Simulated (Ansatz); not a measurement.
# ZrTiSi4: the cost of one run

Method: DFT PBE, scalar-relativistic, plane waves, PAW, in Ansatz 0.2.0.

**1. The starting structure**

The structure is orthorhombic, space group F222 (No. 22). Conventional cell: a = 4.924 Å, b = 8.497 Å, c = 8.793 Å, α = 90.00°, β = 90.00°, γ = 90.00°. Around Zr (site symmetry 222) lie 10 Si at 2.62 to 2.84 Å. Ti (site symmetry 222) is surrounded by 10 Si at 2.62 to 2.84 Å. Around Si (site symmetry 2) lie 2 Zr at 2.62 Å and 2 Si at 2.62 Å and 3 Ti at 2.83 to 2.84 Å. Si (site symmetry 2) is surrounded by 2 Ti at 2.62 Å and 2 Si at 2.62 Å and 3 Zr at 2.83 to 2.84 Å.

Structure file:

```
Zr Ti Si
1.0
     0.00000    4.24826    4.39630
     2.46199    0.00000    4.39630
     2.46199    4.24826    0.00000
Zr Ti Si
1 1 4
Direct
  0.50000 0.50000 0.50000
  0.75000 0.75000 0.75000
  0.08300 0.41700 0.08300
  0.41700 0.08300 0.41700
  0.16700 0.83300 0.16700
  0.83300 0.16700 0.83300
```

The start is an ordering of an alloy on its end members' structure types: elements ordered on the sites of the TiSi2 type, Ti/Zr on Ti (F222, No. 22).

**2. Probe: one point on a coarse mesh**

The input, input.yaml:

```yaml
crystal:
  lattice:
    - [0.0, 4.24826162, 4.3963007]
    - [2.46199023, 0.0, 4.3963007]
    - [2.46199023, 4.24826162, 0.0]
  atoms:
    - { symbol: Zr, position: [0.5, 0.5, 0.5] }
    - { symbol: Ti, position: [0.75, 0.75, 0.75] }
    - { symbol: Si, position: [0.083, 0.417, 0.083] }
    - { symbol: Si, position: [0.417, 0.083, 0.417] }
    - { symbol: Si, position: [0.167, 0.833, 0.167] }
    - { symbol: Si, position: [0.833, 0.167, 0.833] }
basis:
  ecutwfc: 420
kpoints:
  mp_grid: { grid: [4, 4, 4] }
hamiltonian:
  xc: pbe
scf:
  occupations: { method: gaussian, width: 0.1 }
  lower_state_search: "off"
output:
  forces: true
  stress: true
  eigenvalues: true
```

Started as:

```
$ ansatz run input.yaml --threads 1 --pin off --max-ram 2560MiB --backend cpu --events-out ev --progress --plain --runs-dir out
```

**Question.** How long does this run take on 1 thread of Intel Xeon Platinum 8259CL at 2.50GHz (Skylake/Cascade Lake), shared host, and how much memory does it need?

About 5.1 s, with a peak of 0.41 GiB.
